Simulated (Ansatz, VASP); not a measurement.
Two plane-wave programs on Mg9O8 (a cell with a defect)

```
CELL_PARAMETERS angstrom
0.00000 4.02600 4.02600
4.02600 0.00000 4.02600
4.02600 4.02600 0.00000
ATOMIC_POSITIONS crystal
Mg 0.98914 0.00734 0.00138
Mg 0.12360 0.95830 0.45968
Mg 0.98916 0.50219 0.00133
Mg 0.98877 0.50155 0.50821
Mg 0.48565 0.98872 0.03688
Mg 0.48622 0.98862 0.48931
Mg 0.47352 0.50812 0.01009
Mg 0.48624 0.53576 0.48930
Mg 0.70059 0.09906 0.60113
O 0.24834 0.26961 0.24139
O 0.26728 0.24395 0.74472
O 0.24844 0.74056 0.24136
O 0.24969 0.74009 0.77006
O 0.71456 0.27716 0.23133
O 0.71271 0.27867 0.77828
O 0.75589 0.74784 0.24841
O 0.71261 0.73022 0.77850
```

Alike in both runs: functional PBE; k mesh 2 × 2 × 2; occupations gaussian, width 0.05 eV; no spin polarisation.

Ansatz relaxed the structure, and its values are those at the end. VASP's run is a single point on that final structure, the one shown.

```csv
,VASP,Ansatz
version,VASP 6.6.1,Ansatz 0.2.0
potentials or method,"VASP PAW PBE potentials, release 64 (Mg, O)","scalar-relativistic, plane waves, PAW"
plane-wave cutoff (eV),520,420
valence electrons in the cell,66,138
```

|  | VASP | Ansatz | Ansatz less VASP |
| --- | --- | --- | --- |
| rms of the force components (eV/Å) | 0.036 | 0.009 | -0.0277 |

The two sets of potentials don't hold the same shells in valence.

Caveats: the k mesh is coarse (spacing up to 0.68 Å⁻¹), so the values aren't converged.
